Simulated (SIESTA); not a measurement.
# ZnSe (Stilleite) (F-43m) in SIESTA: a series of runs, part 2 of 2

SIESTA 5.4.2.

## 3. Band structure, PBE, non-collinear spin, zero start, spin-orbit coupling

ZnSe.fdf

```
SystemName                      Stilleite
SystemLabel                     ZnSe
NumberOfSpecies                 2
NumberOfAtoms                   2
%block ChemicalSpeciesLabel
  1  34 Se
  2  30 Zn
%endblock ChemicalSpeciesLabel

LatticeConstant                 1.0 Ang
%block LatticeVectors
     0.0000000000     2.8338000000     2.8338000000
     2.8338000000     0.0000000000     2.8338000000
     2.8338000000     2.8338000000     0.0000000000
%endblock LatticeVectors
AtomicCoordinatesFormat         Fractional
%block AtomicCoordinatesAndAtomicSpecies
     0.7500000000     0.7500000000     0.7500000000  1  Se
     0.0000000000     0.0000000000     0.0000000000  2  Zn
%endblock AtomicCoordinatesAndAtomicSpecies

%block kgrid.MonkhorstPack
    6   0   0  0.0
    0   6   0  0.0
    0   0   6  0.0
%endblock kgrid.MonkhorstPack
XC.Functional                   GGA
XC.Authors                      PBE
PAO.BasisSize                   DZP
PAO.EnergyShift                 0.003 Ry
Mesh.Cutoff                     800 Ry
Spin                            spin-orbit
%block DM.InitSpin
    1   0.000     0.00     0.00
    2   0.000     0.00     0.00
%endblock DM.InitSpin
WriteOrbMom                     true
OccupationFunction              FD
ElectronicTemperature           0.05 eV
MaxSCFIterations                120
SCF.MustConverge                false
SCF.Mixer.Method                Pulay
SCF.Mixer.Weight                0.25
SCF.Mixer.History               8
SCF.DM.Tolerance                5.0e-05
SCF.H.Tolerance                 1.0e-03 eV
WriteForces                     true
Charge.Mulliken                 end
BandLinesScale                  ReciprocalLatticeVectors
%block BandLines
    1    0.000000   0.000000   0.000000  \Gamma
   12    0.500000   0.000000   0.500000  X
    6    0.500000   0.250000   0.750000  W
    4    0.375000   0.375000   0.750000  K
   13    0.000000   0.000000   0.000000  \Gamma
   11    0.500000   0.500000   0.500000  L
    8    0.625000   0.250000   0.625000  U
    4    0.500000   0.250000   0.750000  W
    9    0.500000   0.500000   0.500000  L
    8    0.375000   0.375000   0.750000  K
    1    0.625000   0.250000   0.625000  U
    4    0.500000   0.000000   0.500000  X
%endblock BandLines
%block PAO.Basis
  Se 4
  n=4 0 2
    5.139 0.000
  n=4 1 2
    6.735 0.000
  n=3 2 2
    2.662 0.000
  n=4 2 1
    6.735
  Zn 5
  n=3 0 2
    2.271 0.000
  n=4 0 2
    6.342 0.000
  n=3 1 2
    2.532 0.000
  n=4 1 1
    6.342
  n=3 2 2
    4.172 0.000
%endblock PAO.Basis
```

Potentials or basis: PseudoDojo 0.4 standard (PBE files, fully relativistic), DZP (energy shift 0.003 Ry; two zetas on semicore shells).

Started as:

```console
$ siesta < ZnSe.fdf > ZnSe.out 2>&1
```

ZnSe.out:

```text
Version         : 5.4.2

[... 6 lines left out ...]
 NOTE: Please see the manual for full details and compatibility measures.

reinit: Reading from standard input
reinit: Dumping input in INPUT_TMP.76023
************************** Dump of input data file ****************************
SystemName                      Stilleite
SystemLabel                     ZnSe
NumberOfSpecies                 2
NumberOfAtoms                   2
%block ChemicalSpeciesLabel
  1  34 Se
  2  30 Zn
%endblock ChemicalSpeciesLabel
LatticeConstant                 1.0 Ang
%block LatticeVectors
     0.0000000000     2.8338000000     2.8338000000
     2.8338000000     0.0000000000     2.8338000000
     2.8338000000     2.8338000000     0.0000000000
%endblock LatticeVectors
AtomicCoordinatesFormat         Fractional
%block AtomicCoordinatesAndAtomicSpecies
     0.7500000000     0.7500000000     0.7500000000  1  Se
[... 933 lines left out ...]
Species: Zn

Atom      Orb        Charge      Spin       Svec
    2  1 3s         1.94206   0.00000      0.000   0.000   0.000
    2  2 3s         0.01911   0.00000     -0.000  -0.000  -0.000
    2  3 4s         0.44542   0.00000     -0.000  -0.000  -0.000
    2  4 4s         0.02143   0.00000     -0.000   0.000   0.000
    2  5 3py        1.98408   0.00000      0.000  -0.000   0.000
    2  6 3pz        1.98408   0.00000     -0.000   0.000   0.000
    2  7 3px        1.98408   0.00000     -0.000   0.000  -0.000
    2  8 3py        0.02785   0.00000     -0.000  -0.000  -0.000
    2  9 3pz        0.02785   0.00000      0.000  -0.000  -0.000
    2 10 3px        0.02785   0.00000      0.000   0.000   0.000
    2 11 4py        0.38741   0.00000      0.000  -0.000  -0.000
    2 12 4pz        0.38741   0.00000      0.000   0.000  -0.000
    2 13 4px        0.38741   0.00000     -0.000  -0.000  -0.000
    2 14 3dxy       1.94517   0.00000     -0.000  -0.000   0.000
    2 15 3dyz       1.94517   0.00000     -0.000   0.000  -0.000
    2 16 3dz2       1.92211   0.00000     -0.000   0.000   0.000
    2 17 3dxz       1.94517   0.00000     -0.000  -0.000   0.000
    2 18 3dx2-y2    1.92211   0.00000     -0.000  -0.000  -0.000
    2 19 3dxy       0.04738   0.00000      0.000   0.000  -0.000
    2 20 3dyz       0.04738   0.00000      0.000  -0.000   0.000
    2 21 3dz2       0.06249   0.00000      0.000  -0.000  -0.000
    2 22 3dxz       0.04738   0.00000      0.000  -0.000  -0.000
    2 23 3dx2-y2    0.06249   0.00000     -0.000   0.000   0.000
    2     Total    19.57290   0.00000     -0.000  -0.000  -0.000

Total              36.00000   0.00000     -0.000  -0.000   0.000

Mulliken Atomic Populations:
Atom #   charge [q] valence [e]           S      Sx [e]      Sy [e]      Sz [e]  Species
     1    -0.427101   16.427101    0.000000    0.000000   -0.000000    0.000000  Se
     2     0.427101   19.572899    0.000000   -0.000000   -0.000000   -0.000000  Zn
 Total     0.000000                0.000000   -0.000000   -0.000000   -0.000000

Job completed
```

Run time: 46 s. Hardware: 1 thread of Intel Xeon 6975P-C (Granite Rapids), shared host; peak memory 0.32 GiB.

Results:

```
Free energy             : -8986.0548 eV
Pressure                : 2.5 GPa
Band gap on the k mesh  : 1.47 eV, direct
Band gap along the path : 1.47 eV, direct
Net moment              : 0.00 μB per cell
```

Levels at the corners of the path, in eV from the valence-band top:
```csv
point,band 32,band 33,band 34,band 35,band 36,band 37,band 38,band 39,band 40,band 41
Γ,-0.38,0.00,0.00,0.00,0.00,1.47,1.47,6.28,6.28,6.44
X,-4.88,-2.38,-2.38,-2.20,-2.20,3.27,3.27,3.87,3.87,10.99
W,-4.72,-2.98,-2.80,-2.75,-2.73,5.55,5.58,5.86,6.01,7.79
K,-4.77,-3.25,-3.13,-1.88,-1.88,3.97,3.97,5.82,5.95,9.63
Γ,-0.38,0.00,0.00,0.00,0.00,1.47,1.47,6.28,6.28,6.44
L,-5.33,-1.08,-1.08,-0.85,-0.85,2.95,2.95,6.90,6.90,6.97
U,-4.77,-3.25,-3.13,-1.88,-1.88,3.97,3.97,5.82,5.95,9.63
W,-4.72,-2.98,-2.80,-2.75,-2.73,5.55,5.58,5.86,6.01,7.79
L,-5.33,-1.08,-1.08,-0.85,-0.85,2.95,2.95,6.90,6.90,6.97
K,-4.77,-3.25,-3.13,-1.88,-1.88,3.97,3.97,5.82,5.95,9.63
U,-4.77,-3.25,-3.13,-1.88,-1.88,3.97,3.97,5.82,5.95,9.63
X,-4.88,-2.38,-2.38,-2.20,-2.20,3.27,3.27,3.87,3.87,10.99
```

Moments on the atoms (μB; x, y, z):
```
Se  0.00 0.00 0.00
Zn  0.00 0.00 0.00
```

Caveat: short orbitals over semicore shells can move pressures by several GPa; the valence orbitals were made in a potential fitted to the semicore shell under them, which widens gaps by tenths of an eV or more; the basis of atomic orbitals isn't converged, which shifts pressures, moduli and gaps.

## 4. Comparison with measurements

Step 2. Against the measured gap of ZnSe, 2.695 eV (an exciton energy, a little under the gap; 300 K; “Alloy Disordering Effects on the Thermal Conductivity and Energy Gap Temperature Dependence of Cd1−xZnxSe Ternary Crystals Grown by the Bridgman Method”, 2023, pmc:10253836), the calculated 1.34 eV is off by -1.35 eV. So large a miss can be the level of theory's own, or it may mean another phase, state or a wrong row. Spin-orbit coupling on Se is left out. The value is that of LDA in an atomic basis (PseudoDojo 0.4 standard (LDA files), DZP (energy shift 0.003 Ry; two zetas on semicore shells)), whose error adds to the functional's,, without temperature or zero-point motion. Semilocal functionals fall short of measured gaps as a rule.

Step 3. A measured gap of ZnSe is 2.695 eV (an exciton energy, a little under the gap; 300 K; “Alloy Disordering Effects on the Thermal Conductivity and Energy Gap Temperature Dependence of Cd1−xZnxSe Ternary Crystals Grown by the Bridgman Method”, 2023, pmc:10253836); the calculated 1.47 eV misses it by -1.23 eV. The value is that of PBE in an atomic basis (PseudoDojo 0.4 standard (PBE files, fully relativistic), DZP (energy shift 0.003 Ry; two zetas on semicore shells)), whose error adds to the functional's,, without temperature or zero-point motion. Semilocal functionals fall short of measured gaps as a rule.
